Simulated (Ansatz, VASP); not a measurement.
Br in VASP and in Ansatz

Contents of INCAR:

```
SYSTEM = Br
ALGO = Normal
EDIFF = 1E-6
ENCUT = 520
GGA = PS
ISIF = 2
ISMEAR = 0
LASPH = .True.
LCHARG = .True.
LELF = .True.
LREAL = .False.
LVHAR = .True.
LWAVE = .False.
NBANDS = 18
NELM = 100
PREC = Accurate
SIGMA = 0.1
```

File KPOINTS:

```
k-points
0
Gamma
  6 6 4
  0 0 0
```

File POSCAR:

```
Br
1.0
    4.0415174344      0.0000000000      0.0000000000
   -2.0207587172      3.5000567680      0.0000000000
    0.0000000000      0.0000000000      5.1178957060
Br
3
Direct
    0.2486416236      0.0000000000      0.3333333333
    0.0000000000      0.2486416236      0.6666666667
    0.7513583764      0.7513583764      0.0000000000
```

Input for Ansatz:

```yaml
crystal:
  lattice:
    - [4.0415174344, 0.0, 0.0]
    - [-2.0207587172, 3.500056768, 0.0]
    - [0.0, 0.0, 5.117895706]
  atoms:
    - { symbol: Br, position: [0.2486416236, 0.0, 0.3333333333] }
    - { symbol: Br, position: [0.0, 0.2486416236, 0.6666666667] }
    - { symbol: Br, position: [0.7513583764, 0.7513583764, 0.0] }
basis:
  ecutwfc: 420
kpoints:
  mp_grid: { grid: [6, 6, 4] }
hamiltonian:
  xc: pbesol
scf:
  occupations: { method: gaussian, width: 0.1 }
output:
  forces: true
  stress: true
  eigenvalues: true
```

Alike in both runs: task single point; functional PBEsol; k mesh 6 × 6 × 4; occupations gaussian, width 0.1 eV; no spin polarisation.

|  | VASP | Ansatz |
| --- | --- | --- |
| version | VASP 6.6.1 | Ansatz 0.2.0 |
| potentials or method | VASP PAW PBE potentials, release 64 (Br) | scalar-relativistic, plane waves, PAW |
| plane-wave cutoff (eV) | 520 | 420 |
| valence electrons in the cell | 21 | 21 |

```tsv
	VASP	Ansatz	Ansatz less VASP
gap on the k mesh at the Fermi level (eV)	none	none	-
pressure (GPa)	17.4	17.4	-0.09
largest component of the traceless stress (GPa)	9.49	9.45	-0.040
rms of the force components (eV/Å)	1.509	1.502	-0.0076
```

Atom by atom the forces differ by 0.008 eV/Å (rms over components). A gap of «none» marks a metal or a gap that the smearing closes.

Caveats: so large a pressure means that the cell lies far from this level's equilibrium, or that cutoff or potentials fall short (VASP); the potentials were made for another functional, which shifts forces and pressure (VASP); an odd number of electrons without spin polarisation forces a metal; a magnetic or distorted state may lie lower.
